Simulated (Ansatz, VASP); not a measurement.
## Sb: VASP beside Ansatz

```
Sb
1.0
    -1.57654    1.57654    2.71194
     1.57654   -1.57654    2.71194
     1.57654    1.57654   -2.71194
Sb
1
Direct
  0.00000 0.00000 0.00000
```

This isn't the form of Sb at room conditions, which is rhombohedral.

Alike in both runs: task single point; functional PBEsol; k mesh 8 × 8 × 8; occupations gaussian, width 0.1 eV; no spin polarisation.

```csv
,VASP,Ansatz
version,VASP 6.6.1,Ansatz 0.2.0
potentials or method,"VASP PAW PBE potentials, release 64 (Sb)","scalar-relativistic, plane waves, PAW"
plane-wave cutoff (eV),520,420
valence electrons in the cell,5,15
```

```csv
,VASP,Ansatz,Ansatz less VASP
gap on the k mesh at the Fermi level (eV),none,none,-
pressure (GPa),-1.4,-1.4,+0.01
largest component of the traceless stress (GPa),0.82,0.86,+0.040
```

A gap of «none» marks a metal or a gap that the smearing closes. The two sets of potentials don't hold the same shells in valence.

Caveats: the PAW data sets were made with another functional, which shifts forces and pressure a little (VASP). The runs have no spin-orbit coupling, so splittings on Sb are missing.
